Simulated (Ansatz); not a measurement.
Two Ansatz runs on Ga

The structure comes from a relaxation in the same program, started in the bcc type, and has space group Im-3m. Whether it is a known phase or the ground state wasn't checked.

First run: DFT, PBE, all-electron LAPW, scalar-relativistic (Ansatz 0.2.0).

Command: `ansatz run input.yaml --threads 1 --pin off --max-ram 2048MiB --backend cpu --events-out ev --progress --plain --runs-dir out` The run took 29 s on 1 thread of Arm Neoverse V2, on a shared host.

```yaml
crystal:
  lattice:
    - [-1.6879774911, 1.6879774911, 1.6879774911]
    - [1.6879774911, -1.6879774911, 1.6879774911]
    - [1.6879774911, 1.6879774911, -1.6879774911]
  atoms:
    - { symbol: Ga, position: [0.0, 0.0, 0.0] }
kpoints:
  mp_grid: { grid: [24, 24, 24] }
scf:
  occupations: { method: fermi_dirac, width: 0.03 }
hamiltonian:
  xc: pbe
  pseudopotentials: { kind: all_electron, lapw: { basis_error: 0.00025 } }
output:
  forces: true
  stress: true
  eigenvalues: true
```

Result: converged; pressure -0.05 GPa; 7 SCF iterations.

A second run of a changed input logged this at its end:

```
   |
10 | scf:
11 |   occupations: { method: fermi_dirac, width: 0.03 }
12 |   max_iter: many
   |             ^ invalid u64
13 | hamiltonian:
14 |   xc: pbe
   |
```

Problem. What was wrong with the input?

Solution. A value of the wrong type, by this change (others could give a like log):
```diff
@@ -10,4 +10,5 @@
 scf:
   occupations: { method: fermi_dirac, width: 0.03 }
+  max_iter: many
 hamiltonian:
   xc: pbe
```
